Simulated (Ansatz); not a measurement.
# Os under changes of volume

One of the cells (13.982 Å³/atom); the others are scaled copies at fixed shape and fractional positions:

```
CELL_PARAMETERS angstrom
2.73410 0.00000 0.00000
-1.36705 2.36780 0.00000
0.00000 0.00000 4.31970
ATOMIC_POSITIONS crystal
Os 0.66667 0.33333 0.75000
Os 0.33333 0.66667 0.25000
```

```yaml
Program: Ansatz 0.2.0
Functional: PBEsol
Potentials_or_basis: all-electron LAPW, scalar-relativistic
Cutoff: 318 eV (chosen from the basis error)
Basis_error_allowed: 0.0005 eV/atom
k_mesh: 11 × 11 × 6
Occupations: fermi-dirac, width 0.05 eV
Spin: no spin polarisation
```

| volume (Å³/atom) | energy over the lowest point (meV/atom) | pressure (GPa) |
| --- | --- | --- |
| 13.143 | ? | ? |
| 13.423 | 22.08 | 16.2 |
| 13.703 | 2.83 | 6.2 |
| 13.982 | 0.00 | -2.7 |
| 14.262 | 11.79 | -10.6 |
| 14.542 | 36.59 | -17.6 |
| 14.821 | 72.98 | -23.8 |

Q: What does the run at 13.143 Å³/atom give?

A: Energy over the lowest point 59.75 meV/atom; pressure 27.3 GPa.

Worked out: A Birch-Murnaghan fit of order 3 (a polynomial in V^(-2/3)) to the other rows has its minimum at 13.89 Å³/atom with B0 = V·E''(V) = 431 GPa and B' = 4.7 at fixed shape and positions, which overstates the stiffness. It gives 59.71 meV/atom at 13.143 Å³/atom, against the run's 59.75, and -dE/dV = 27.2 GPa, against 27.3.

Energies are extrapolated to zero smearing.

The runs don't all hold the same shells in valence.
